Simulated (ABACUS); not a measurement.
# MoP (P-6m2) in ABACUS: further runs

The runs below take MoP through equation of state, with PBE.

All numbers are computed with ABACUS 3.10.1; they aren't measurements. Logs are shortened: lines on timing, memory, paths and dates and some standing lists are left out, and cuts for length are marked.

## Step 1: The crystal as given

The structure is hexagonal, space group P-6m2 (No. 187). The conventional cell has a = 3.223 Å, b = 3.223 Å, c = 3.191 Å, α = 90.00°, β = 90.00°, γ = 120.00°. Around Mo (site symmetry -6m2) lie 6 P at 2.45 Å. P (site symmetry -6m2) is surrounded by 6 Mo at 2.45 Å.

## Step 2: Equation of state, PBE, 13.49 Å³/atom (volume scaled by 0.94)

Contents of INPUT:

```
INPUT_PARAMETERS
suffix              MoP
calculation         scf
basis_type          lcao
pseudo_dir          ./
orbital_dir         ./
symmetry            1
dft_functional      pbe
ecutwfc             100
pseudo_rcut         10
nspin               1
nbands              14
ks_solver           genelpa
smearing_method     fd
smearing_sigma      0.00367493
scf_thr             1e-07
scf_nmax            100
mixing_type         broyden
mixing_beta         0.7
cal_force           1
cal_stress          1
out_mul             1
```

Contents of STRU:

```
ATOMIC_SPECIES
Mo 95.9500 Mo.upf
P 30.9738 P.upf

NUMERICAL_ORBITAL
Mo_confined-atom_7au_3s2p2d1f.orb
P_confined-atom_7au_2s2p1d.orb

LATTICE_CONSTANT
1.8897261246

LATTICE_VECTORS
3.1572060284 0.0000000000 0.0000000000
-1.5786030142 2.7342206256 0.0000000000
0.0000000000 0.0000000000 3.1258592729

ATOMIC_POSITIONS
Direct

Mo
0.0
1
0.0000000000 0.0000000000 0.0000000000 1 1 1

P
0.0
1
0.3333333333 0.6666666667 0.5000000000 1 1 1
```

Contents of KPT:

```
K_POINTS
0
Gamma
10 10 8 0 0 0
```

Potentials or basis: PseudoDojo NC SR 0.4.1 PBE standard, DZP LCAO (the cutoffs set its grid).

Run with:

```sh
OMP_NUM_THREADS=1 mpirun -np 4 abacus > log
```

running log:

```text
ABACUS v3.10.1

               Atomic-orbital Based Ab-initio Computation at UStc

 ------------------------------------------------------------------------------------

 READING GENERAL INFORMATION
                           global_out_dir = OUT.MoP/
                           global_in_card = INPUT
                               pseudo_dir = ./
[... 8 lines left out ...]

 READING ATOM TYPE 1
                               atom label = Mo
                      L=0, number of zeta = 3
                      L=1, number of zeta = 2
                      L=2, number of zeta = 2
                      L=3, number of zeta = 1
             number of atom for this type = 1

 READING ATOM TYPE 2
                               atom label = P
                      L=0, number of zeta = 2
                      L=1, number of zeta = 2
                      L=2, number of zeta = 1
             number of atom for this type = 1

                        TOTAL ATOM NUMBER = 2
DIRECT COORDINATES
    atom                   x                   y                   z     mag                  vx                  vy                  vz
taud_Mo1            0.0000000000        0.0000000000        0.0000000000  0.0000        0.0000000000        0.0000000000        0.0000000000
taud_P1            0.3333333333        0.6666666667        0.5000000000  0.0000        0.0000000000        0.0000000000        0.0000000000

                          Volume (Bohr^3) = 182.097
                             Volume (A^3) = 26.9839

 Lattice vectors: (Cartesian coordinate: in unit of a_0)
             +3.15721                  +0                  +0
              -1.5786            +2.73422                  +0
                   +0                  +0            +3.12586
 Reciprocal vectors: (Cartesian coordinate: in unit of 2 pi/a_0)
            +0.316736           +0.182867                  -0
                   -0           +0.365735                  -0
                   +0                  -0           +0.319912
 The esolver type has been set to : ksdft_lcao

                PAO radial cut off (Bohr) = 10

 Read in pseudopotential file is Mo.upf
                     pseudopotential type = NC
          exchange-correlation functional = PBE
                 nonlocal core correction = 1
                        valence electrons = 14
                                     lmax = 2
                           number of zeta = 4
                     number of projectors = 6
                           L of projector = 0
[... 5 lines left out ...]
                PAO radial cut off (Bohr) = 10

 Read in pseudopotential file is P.upf
                     pseudopotential type = NC
          exchange-correlation functional = PBE
                 nonlocal core correction = 1
[... 207 lines left out ...]

 SETUP EXTENDED REAL SPACE GRID FOR GRID INTEGRATION
                          real space grid = [ 40, 40, 40 ]
                 big cell numbers in grid = [ 8, 8, 8 ]
             meshcell numbers in big cell = [ 5, 5, 5 ]
                        extended fft grid = [ 11, 11, 10 ]
                dimension of extened grid = [ 31, 31, 29 ]
                            UnitCellTotal = 125
              Atom number in sub-FFT-grid = 2
    Local orbitals number in sub-FFT-grid = 39
                                ParaV.nnr = 33814
                                 init_chg = atomic

 LCAO ALGORITHM --------------- ION=   1  ELEC=   1--------------------------------

 Density error is 0.0936306784976
----------------------------------------------------------
     Energy           Rydberg                 eV
----------------------------------------------------------
 E_KohnSham     -154.3795382978      -2100.4413754595
 E_Harris       -158.1068552873      -2151.1541247694
 E_Fermi        1.4429385901         19.6321866888
----------------------------------------------------------
[... 80 lines left out ...]
 Density error is 3.60223815981e-08
----------------------------------------------------------
     Energy           Rydberg                 eV
----------------------------------------------------------
 E_KohnSham     -154.4803670715      -2101.8132213042
 E_KS(sigma->0) -154.4802367287      -2101.8114478988
 E_Harris       -154.4803686815      -2101.8132432097
 E_band         -2.7543095835        -37.4743043919
 E_one_elec     -24.2787084532       -330.3287750439
 E_Hartree      23.9268708837        325.5417793284
 E_xc           -25.0761615503       -341.1786810528
 E_Ewald        -129.0521072660      -1755.8439977250
 E_entropy(-TS) -0.0002606857        -0.0035468108
 E_descf        0.0000000000         0.0000000000
 E_exx          0.0000000000         0.0000000000
 E_Fermi        1.3757615364         18.7181959846
----------------------------------------------------------

 charge density convergence is achieved
 final etot is -2101.8132213 eV
 EFERMI = 18.718195985 eV

 STATE ENERGY(eV) AND OCCUPATIONS    NSPIN == 1
 1/70 kpoint (Cartesian) = 0.0000 0.0000 0.0000 (765 pws)
       1       -42.4652     0.00250000
       2       -16.6483     0.00250000
       3       -16.3881     0.00250000
       4       -16.3881     0.00250000
       5        4.38713     0.00250000
       6        14.1719     0.00250000
       7        15.2139     0.00250000
       8        15.2139     0.00250000
       9        18.0636     0.00249999
      10        19.0754    1.97235e-06
      11        19.0754    1.97235e-06
      12        23.1614    6.37537e-42
      13        23.1614    6.37537e-42
      14        24.6268    1.19214e-54
[... 66 lines left out ...]
       1       -42.4213     0.00750000
       2       -16.8216     0.00750000
       3       -16.5890     0.00750000
       4       -16.4870     0.00750000
       5        7.20563     0.00750000
       6        11.1268     0.00750000
       7        14.5194     0.00750000
       8        14.6353     0.00750000
       9        17.4561     0.00750000
      10        18.2438     0.00749943
      11        20.6316    1.80092e-19
      12        21.3776    5.97077e-26
      13        23.6290    1.66068e-45
      14        25.0728    4.78103e-58

[... levels at 64 further k points ...]

 correction force for each atom along direction 1 is -0.138227
 correction force for each atom along direction 2 is 0.0563208
 correction force for each atom along direction 3 is -0.0102151
------------------------------------------------------------------------------------------
 TOTAL-FORCE (eV/Angstrom)
------------------------------------------------------------------------------------------
                       Mo1         0.0000000000         0.0000000000         0.0000000000
                        P1         0.0000000000         0.0000000000         0.0000000000
------------------------------------------------------------------------------------------

----------------------------------------------------------------
 TOTAL-STRESS (KBAR)
----------------------------------------------------------------
       197.9848658421        -0.0000000000         0.0000000000
         0.0000000000       197.9848658386        -0.0000000000
         0.0000000000         0.0000000000       242.8587089115
----------------------------------------------------------------
 TOTAL-PRESSURE: 212.942814 KBAR

 --------------------------------------------
 !FINAL_ETOT_IS -2101.8132213042258627 eV
 --------------------------------------------
```

stdout:

```text
ABACUS v3.10.1

               Atomic-orbital Based Ab-initio Computation at UStc                    ,Local thread limit: 64

[... 37 lines left out ...]
 TOTAL-STRESS (KBAR)
----------------------------------------------------------------
       197.9848658421        -0.0000000000         0.0000000000
         0.0000000000       197.9848658386        -0.0000000000
         0.0000000000         0.0000000000       242.8587089115
----------------------------------------------------------------
 TOTAL-PRESSURE: 212.942814 KBAR
```

mulliken.txt:

```text
 0
CALCULATE THE MULLIkEN ANALYSIS FOR EACH ATOM
 Total charge:	19
Decomposed Mulliken populations
[... 55 lines left out ...]
px                                     1             -0.0567
py                                     1             -0.0279
SUM OVER M                                           -0.1260
SUM OVER M+Zeta                                       2.7439

dz^2                                   0              0.1192
dxz                                    0              0.1586
dyz                                    0              0.1346
dx^2-y^2                               0              0.0971
dxy                                    0              0.1407
SUM OVER M                                            0.6502
SUM OVER M+Zeta                                       0.6502

SUM OVER M+Zeta+L                                     5.1224

Total Charge on atom:                  P              5.1224
```

Wall time 5.3 s (4 MPI ranks of AMD EPYC 7B13 (Zen 3), shared host); peak memory 0.44 GiB.

What came out:

```
Free energy            : -2101.8132 eV
Pressure               : 21.3 GPa
Band gap on the k mesh : none (metal or under the smearing width)
Mulliken charges       : Mo +0.12; P -0.12 e
```

Caveat: the atomic orbitals were generated for these runs and aren't a published set; Mulliken charges move with the basis; the basis of atomic orbitals isn't converged, which shifts pressures, moduli and gaps.

## Step 3: Equation of state, PBE, 13.78 Å³/atom (volume scaled by 0.96)

INPUT is that of step 2.

Changes to STRU since step 2:

```diff
@@ -12,5 +12,5 @@
 LATTICE_VECTORS
-3.1572060284 0.0000000000 0.0000000000
--1.5786030142 2.7342206256 0.0000000000
-0.0000000000 0.0000000000 3.1258592729
+3.1794406062 0.0000000000 0.0000000000
+-1.5897203031 2.7534763348 0.0000000000
+0.0000000000 0.0000000000 3.1478730917
```

KPT is that of step 2.

Potentials or basis: PseudoDojo NC SR 0.4.1 PBE standard, DZP LCAO (the cutoffs set its grid).

Run with:

```sh
OMP_NUM_THREADS=1 mpirun -np 4 abacus > log
```

It took 5.2 s on 4 MPI ranks of AMD EPYC 7B13 (Zen 3), shared host; peak memory 0.44 GiB.

It converged, with:

```
Free energy            : -2101.8781 eV
Pressure               : 15.0 GPa
Band gap on the k mesh : none (metal or under the smearing width)
Mulliken charges       : Mo +0.12; P -0.12 e
```

Caveat: the atomic orbitals were generated for these runs and aren't a published set; Mulliken charges move with the basis; the basis of atomic orbitals isn't converged, which shifts pressures, moduli and gaps.

## Step 4: Equation of state, PBE, 14.07 Å³/atom (volume scaled by 0.98)

INPUT is that of step 3.

Changes to STRU since step 3:

```diff
@@ -12,5 +12,5 @@
 LATTICE_VECTORS
-3.1794406062 0.0000000000 0.0000000000
--1.5897203031 2.7534763348 0.0000000000
-0.0000000000 0.0000000000 3.1478730917
+3.2013684757 0.0000000000 0.0000000000
+-1.6006842379 2.7724664269 0.0000000000
+0.0000000000 0.0000000000 3.1695832473
```

KPT is that of step 3.

Run with:

```sh
OMP_NUM_THREADS=1 mpirun -np 4 abacus > log
```

Run time: 5 s. Hardware: 4 MPI ranks of AMD EPYC 7B13 (Zen 3), shared host; peak memory 0.44 GiB.

The run converged. Its results:

* Free energy: -2101.9217 eV
* Pressure: 9.4 GPa
* Band gap on the k mesh: none (metal or under the smearing width)
* Mulliken charges: Mo +0.11; P -0.11 e

Caveat: the atomic orbitals were generated for these runs and aren't a published set; Mulliken charges move with the basis; the basis of atomic orbitals isn't converged, which shifts pressures, moduli and gaps.

## Step 5: Equation of state, PBE, 14.35 Å³/atom

INPUT is that of step 4.

Changes to STRU since step 4:

```diff
@@ -12,5 +12,5 @@
 LATTICE_VECTORS
-3.2013684757 0.0000000000 0.0000000000
--1.6006842379 2.7724664269 0.0000000000
-0.0000000000 0.0000000000 3.1695832473
+3.2230000000 0.0000000000 0.0000000000
+-1.6115000000 2.7911998764 0.0000000000
+0.0000000000 0.0000000000 3.1910000000
```

KPT is that of step 4.

Run with:

```sh
OMP_NUM_THREADS=1 mpirun -np 4 abacus > log
```

Run time: 4.8 s. Hardware: 4 MPI ranks of AMD EPYC 7B13 (Zen 3), shared host; peak memory 0.44 GiB.

The run converged. Its results:

```
Free energy            : -2101.9464 eV
Pressure               : 4.4 GPa
Band gap on the k mesh : none (metal or under the smearing width)
Mulliken charges       : Mo +0.11; P -0.11 e
```

Caveat: the atomic orbitals were generated for these runs and aren't a published set; Mulliken charges move with the basis; the basis of atomic orbitals isn't converged, which shifts pressures, moduli and gaps.

## Step 6: Equation of state, PBE, 14.64 Å³/atom (volume scaled by 1.02)

INPUT is that of step 5.

Changes to STRU since step 5:

```diff
@@ -12,5 +12,5 @@
 LATTICE_VECTORS
-3.2230000000 0.0000000000 0.0000000000
--1.6115000000 2.7911998764 0.0000000000
-0.0000000000 0.0000000000 3.1910000000
+3.2443449929 0.0000000000 0.0000000000
+-1.6221724965 2.8096851825 0.0000000000
+0.0000000000 0.0000000000 3.2121330662
```

KPT is that of step 5.

Potentials or basis: PseudoDojo NC SR 0.4.1 PBE standard, DZP LCAO (the cutoffs set its grid).

Run with:

```sh
OMP_NUM_THREADS=1 mpirun -np 4 abacus > log
```

It took 4.9 s on 4 MPI ranks of AMD EPYC 7B13 (Zen 3), shared host; peak memory 0.44 GiB.

It converged, with:

| Quantity | Value |
| --- | --- |
| Free energy | -2101.9539 eV |
| Pressure | -0.1 GPa |
| Band gap on the k mesh | none (metal or under the smearing width) |
| Mulliken charges | Mo +0.11; P -0.11 e |

Caveat: the atomic orbitals were generated for these runs and aren't a published set; Mulliken charges move with the basis; the basis of atomic orbitals isn't converged, which shifts pressures, moduli and gaps.

## Step 7: Equation of state, PBE, 14.93 Å³/atom (volume scaled by 1.04)

INPUT is that of step 6.

Changes to STRU since step 6:

```diff
@@ -12,5 +12,5 @@
 LATTICE_VECTORS
-3.2443449929 0.0000000000 0.0000000000
--1.6221724965 2.8096851825 0.0000000000
-0.0000000000 0.0000000000 3.2121330662
+3.2654127585 0.0000000000 0.0000000000
+-1.6327063793 2.8279304027 0.0000000000
+0.0000000000 0.0000000000 3.2329916576
```

KPT is that of step 6.

Run with:

```sh
OMP_NUM_THREADS=1 mpirun -np 4 abacus > log
```

Run time: 4.6 s. Hardware: 4 MPI ranks of AMD EPYC 7B13 (Zen 3), shared host; peak memory 0.44 GiB.

The run converged. Its results:

- Free energy: -2101.9461 eV
- Pressure: -4.2 GPa
- Band gap on the k mesh: none (metal or under the smearing width)
- Mulliken charges: Mo +0.11; P -0.11 e

Caveat: the atomic orbitals were generated for these runs and aren't a published set; Mulliken charges move with the basis; the basis of atomic orbitals isn't converged, which shifts pressures, moduli and gaps.

## Step 8: Equation of state, PBE, 15.21 Å³/atom (volume scaled by 1.06)

INPUT is that of step 7.

Changes to STRU since step 7:

```diff
@@ -12,5 +12,5 @@
 LATTICE_VECTORS
-3.2654127585 0.0000000000 0.0000000000
--1.6327063793 2.8279304027 0.0000000000
-0.0000000000 0.0000000000 3.2329916576
+3.2862121267 0.0000000000 0.0000000000
+-1.6431060633 2.8459431839 0.0000000000
+0.0000000000 0.0000000000 3.2535845163
```

KPT is that of step 7.

Run with:

```sh
OMP_NUM_THREADS=1 mpirun -np 4 abacus > log
```

Wall time 4.7 s (4 MPI ranks of AMD EPYC 7B13 (Zen 3), shared host); peak memory 0.44 GiB.

The run converged. Its results:

| Quantity | Value |
| --- | --- |
| Free energy | -2101.9246 eV |
| Pressure | -7.8 GPa |
| Band gap on the k mesh | none (metal or under the smearing width) |
| Mulliken charges | Mo +0.11; P -0.11 e |

Caveat: the atomic orbitals were generated for these runs and aren't a published set; Mulliken charges move with the basis; the basis of atomic orbitals isn't converged, which shifts pressures, moduli and gaps.

## Step 9: Equation of state, PBE

Potentials or basis: PseudoDojo NC SR 0.4.1 PBE standard, DZP LCAO (the cutoffs set its grid).

No new run: the results of the series are fitted here.

Results:

```
Equilibrium volume                        : 14.63 Å³/atom
Bulk modulus at fixed shape and positions : 219 GPa
Pressure derivative of the bulk modulus   : 4.5
```

Energy against volume, from the lowest point:
```csv
volume (Å³/atom),energy (meV/atom)
13.492,70.35
13.779,37.90
14.066,16.09
14.353,3.77
14.640,0.00
14.927,3.89
15.214,14.68
```

Caveat: the atomic orbitals were generated for these runs and aren't a published set; the cell was scaled at fixed shape and fractional positions, which overstates the stiffness of a crystal with free parameters, most of all of layers and chains; the basis of atomic orbitals isn't converged, which shifts pressures, moduli and gaps.
